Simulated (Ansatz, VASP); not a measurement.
# Cross-check of BiN between VASP and Ansatz, part 3 of 3

Aim: how closely do two programs agree when they are given the same cell, functional and k mesh? The cell is generated by rule, not measured, and may not be a known phase. The cell is taken from a series of runs on this material, whose earlier steps may have relaxed, scaled, displaced or heated it; both programs get it as it stands.

VASP 6.6.1 and Ansatz 0.2.0.

So far: Set-up; Ansatz: zone-centre phonons, PBEsol; VASP: zone-centre phonons, PBEsol.

## Step 3: VASP: zone-centre phonons, PBEsol (continued)

Level of this step: PBEsol; plane waves and PAW (Bi_d, N); invented cell (VASP).

Numbers of over 12 decimals in the logs are rounded to 6 here.

OUTCAR, selected parts (step 3):

```text
ion  position               nearest neighbor table
   1  0.735  0.735  0.000-   3 2.53   4 2.53   3 2.53   4 2.53   2 2.96   2 3.29   2 3.29   2 3.34

  LATTYP: Found a base centered orthorhombic cell.
 ALAT       =     6.2976875422
 B/A-ratio  =     1.0414969532
 C/A-ratio  =     0.4961922221

 Subroutine GETGRP returns: Found  8 space group operations
 (whereof  8 operations were pure point group operations)

The static configuration has the point symmetry D_2h.

 Found    147 irreducible k-points:

   k-points           NKPTS =    147   k-points in BZ     NKDIM =    147   number of bands    NBANDS=     26

   dimension x,y,z NGX =    36 NGY =   36 NGZ =   28
   dimension x,y,z NGXF=    72 NGYF=   72 NGZF=   56

   ENCUT  =  600.0 eV  44.10 Ry    6.64 a.u.   9.08  9.08  6.24*2*pi/ulx,y,z

   NELECT =      40.0000    total number of electrons

 k-points in reciprocal lattice and weights: Automatic mesh
   0.00000000  0.00000000  0.00000000       0.001
   0.12500000  0.00000000  0.00000000       0.005
   0.25000000  0.00000000  0.00000000       0.005
   0.37500000  0.00000000  0.00000000       0.005
   0.50000000  0.00000000  0.00000000       0.003
   0.12500000  0.12500000  0.00000000       0.003
   0.25000000  0.12500000  0.00000000       0.005
   0.37500000  0.12500000  0.00000000       0.005
   0.50000000  0.12500000  0.00000000       0.005
[...]
-0.37500000  0.37500000  0.50000000       0.003
   0.50000000  0.50000000  0.50000000       0.001

 average (electrostatic) potential at core
       1-101.9677       2-101.9677       3 -59.2513       4 -59.2513

  Total        0.0122415     -0.0091305      0.0131125      0.0000000      0.0000000      0.0000000
  in kB        0.3038961     -0.2266648      0.3255178      0.0000000      0.0000000      0.0000000
  external PRESSURE =       0.1342497 kB  Pullay stress =       0.0000000 kB

  energy-cutoff  :      600.00
  volume of cell :       64.54
      direct lattice vectors                 reciprocal lattice vectors
     3.148843771 -3.279511194  0.000000000     0.158788443 -0.152461745  0.000000000
     3.148843771  3.279511194  0.000000000     0.158788443  0.152461745  0.000000000
     0.000000000  0.000000000  3.124863576     0.000000000  0.000000000  0.320013970

 POSITION                                       TOTAL-FORCE (eV/Angst)
 -----------------------------------------------------------------------------------
      4.62799      0.00000      0.00000         0.025333      0.000000      0.000000
      1.66970      0.00000      0.00000        -0.025333      0.000000      0.000000
      3.14884      1.33501      1.56243        -0.000000      0.015157     -0.000000
      3.14884     -1.33501      1.56243        -0.000000     -0.015157      0.000000
 -----------------------------------------------------------------------------------
    total drift:                                0.000000     -0.000000     -0.000000

 Eigenvectors and eigenvalues of the dynamical matrix
 ----------------------------------------------------

   1 f  =   11.858529 THz    74.509337 2PiTHz  395.557958 cm-1    49.042914 meV
             X         Y         Z           dx          dy          dz
      4.627991  0.000000  0.000000     0.001460    0.000000    0.000000
      1.669697  0.000000  0.000000    -0.001460   -0.000000    0.000000
      3.148844  1.335012  1.562432    -0.000000    0.707105    0.000000
      3.148844 -1.335012  1.562432     0.000000   -0.707105   -0.000000

   2 f  =    4.310138 THz    27.081395 2PiTHz  143.770724 cm-1    17.825290 meV
             X         Y         Z           dx          dy          dz
      4.627991  0.000000  0.000000    -0.707105   -0.000000   -0.000000
      1.669697  0.000000  0.000000     0.707105    0.000000   -0.000000
      3.148844  1.335012  1.562432     0.000000    0.001460    0.000000
      3.148844 -1.335012  1.562432    -0.000000   -0.001460   -0.000000

   3 f  =    4.098898 THz    25.754138 2PiTHz  136.724534 cm-1    16.951674 meV
             X         Y         Z           dx          dy          dz
      4.627991  0.000000  0.000000     0.000000   -0.615845    0.000000
      1.669697  0.000000  0.000000    -0.000000    0.615845   -0.000000
      3.148844  1.335012  1.562432     0.347469   -0.000000    0.000000
      3.148844 -1.335012  1.562432    -0.347469   -0.000000    0.000000

   4 f  =    3.395367 THz    21.333719 2PiTHz  113.257245 cm-1    14.042102 meV
             X         Y         Z           dx          dy          dz
      4.627991  0.000000  0.000000     0.000000    0.176380    0.000000
      1.669697  0.000000  0.000000    -0.000000    0.176380    0.000000
      3.148844  1.335012  1.562432    -0.000000   -0.684756    0.000000
      3.148844 -1.335012  1.562432     0.000000   -0.684756    0.000000

   5 f  =    0.005289 THz     0.033231 2PiTHz    0.176416 cm-1     0.021873 meV
             X         Y         Z           dx          dy          dz
      4.627991  0.000000  0.000000     0.684761    0.000000    0.000000
      1.669697  0.000000  0.000000     0.684761    0.000000    0.000000
      3.148844  1.335012  1.562432     0.176360    0.000000    0.000000
      3.148844 -1.335012  1.562432     0.176360    0.000000    0.000000

   6 f  =    0.001213 THz     0.007624 2PiTHz    0.040472 cm-1     0.005018 meV
             X         Y         Z           dx          dy          dz
      4.627991  0.000000  0.000000     0.000000    0.000000   -0.684581
      1.669697  0.000000  0.000000     0.000000    0.000000   -0.684581
      3.148844  1.335012  1.562432     0.000000    0.000000   -0.177055
      3.148844 -1.335012  1.562432     0.000000    0.000000   -0.177055

   7 f/i=    0.004000 THz     0.025134 2PiTHz    0.133432 cm-1     0.016543 meV
             X         Y         Z           dx          dy          dz
      4.627991  0.000000  0.000000     0.000000   -0.684756   -0.000000
      1.669697  0.000000  0.000000     0.000000   -0.684756   -0.000000
      3.148844  1.335012  1.562432     0.000000   -0.176380   -0.000000
      3.148844 -1.335012  1.562432     0.000000   -0.176380   -0.000000

   8 f/i=    2.363935 THz    14.853040 2PiTHz   78.852374 cm-1     9.776444 meV
             X         Y         Z           dx          dy          dz
      4.627991  0.000000  0.000000     0.000000   -0.000000    0.707107
      1.669697  0.000000  0.000000    -0.000000   -0.000000   -0.707107
      3.148844  1.335012  1.562432    -0.000000   -0.000000    0.000000
      3.148844 -1.335012  1.562432    -0.000000   -0.000000   -0.000000

   9 f/i=    4.381201 THz    27.527896 2PiTHz  146.141126 cm-1    18.119182 meV
             X         Y         Z           dx          dy          dz
      4.627991  0.000000  0.000000    -0.176360    0.000000    0.000000
      1.669697  0.000000  0.000000    -0.176360   -0.000000   -0.000000
      3.148844  1.335012  1.562432     0.684761    0.000000   -0.000000
      3.148844 -1.335012  1.562432     0.684761    0.000000   -0.000000

  10 f/i=    4.883362 THz    30.683067 2PiTHz  162.891416 cm-1    20.195952 meV
             X         Y         Z           dx          dy          dz
      4.627991  0.000000  0.000000     0.000000    0.347469   -0.000000
      1.669697  0.000000  0.000000     0.000000   -0.347469    0.000000
      3.148844  1.335012  1.562432     0.615845   -0.000000    0.000000
      3.148844 -1.335012  1.562432    -0.615845   -0.000000    0.000000

  11 f/i=    6.332006 THz    39.785168 2PiTHz  211.212992 cm-1    26.187062 meV
             X         Y         Z           dx          dy          dz
      4.627991  0.000000  0.000000     0.000000   -0.000000   -0.177055
      1.669697  0.000000  0.000000    -0.000000   -0.000000   -0.177055
      3.148844  1.335012  1.562432    -0.000000   -0.000000    0.684581
      3.148844 -1.335012  1.562432     0.000000    0.000000    0.684581

  12 f/i=    6.747402 THz    42.395179 2PiTHz  225.069115 cm-1    27.905001 meV
             X         Y         Z           dx          dy          dz
      4.627991  0.000000  0.000000    -0.000000    0.000000    0.000000
      1.669697  0.000000  0.000000     0.000000    0.000000    0.000000
      3.148844  1.335012  1.562432     0.000000   -0.000000   -0.707107
      3.148844 -1.335012  1.562432    -0.000000   -0.000000    0.707107

 ELASTIC MODULI CONTR FROM IONIC RELAXATION (kBar)
 Direction    XX          YY          ZZ          XY          YZ          ZX
 --------------------------------------------------------------------------------
 XX        -994.1992   -413.5096    -56.3540     -0.0000     -0.0000     -0.0000
 YY        -413.5096   -989.9784    -69.6171     -0.0000     -0.0000     -0.0000
 ZZ         -56.3540    -69.6171     -5.8012     -0.0000     -0.0000     -0.0000
 XY          -0.0000     -0.0000      0.0000     -2.4259     -0.0000      0.0000
 YZ          -0.0000     -0.0000     -0.0000     -0.0000     -0.0000      0.0000
 ZX          -0.0000     -0.0000     -0.0000      0.0000      0.0000     -0.0000
 --------------------------------------------------------------------------------
```

## Step 4: Comparison

Known differences besides the potentials themselves: the cutoff is 420 eV in Ansatz and 600 eV in VASP; Ansatz makes its cores anew for this functional, VASP keeps those of its PBE data sets. Total energies have different zeros and are not compared.

The two programs side by side:

```
                                              quantity  Ansatz    VASP  difference
optical mode 1 (imaginary, printed as negative) (cm⁻¹)  -226.9  -225.1        -1.8
optical mode 2 (imaginary, printed as negative) (cm⁻¹)  -212.6  -211.2        -1.4
optical mode 3 (imaginary, printed as negative) (cm⁻¹)  -165.7  -162.9        -2.8
optical mode 4 (imaginary, printed as negative) (cm⁻¹)  -148.2  -146.1        -2.0
optical mode 5 (imaginary, printed as negative) (cm⁻¹)   -79.1   -78.9        -0.2
                                 optical mode 6 (cm⁻¹)   112.0   113.3     -1.07 %
                                 optical mode 7 (cm⁻¹)   136.3   136.7     -0.27 %
                                 optical mode 8 (cm⁻¹)   143.3   143.8     -0.34 %
                                 optical mode 9 (cm⁻¹)   395.8   395.6     +0.06 %
```

Modes are paired by rising frequency, not by their patterns, so a pair may set unlike modes beside each other; they are those without the splitting of longitudinal modes.

## Step 5: Results

* r.m.s. difference of the optical zone-centre modes, each program's sorted by frequency (zone-centre phonons, PBEsol): 1.5 cm⁻¹
* difference in optical mode 6 (zone-centre phonons, PBEsol): -1.1 %

**Reading.** The r.m.s. difference of the optical zone-centre modes, each program's sorted by frequency is 1.5 cm⁻¹ (zone-centre phonons, PBEsol). Among the rows given in per cent, the largest difference of the zone-centre phonons, PBEsol pair is in optical mode 6, -1.1 %. How closely two codes agree says nothing of how well the functional describes the real material.

[Lines on the potential files, build, host, timing and source positions are cut from VASP's logs without a mark.]

[Logs are printed without paths, hosts, clocks, repeated set-up lines and the standing remarks that a program may print on its own settings, such as how far it seeks lower states.]

[Hosts, paths, dates, database ids (printed as entryN), source tags and the programs' standing remarks are cut or masked in the printed files.]
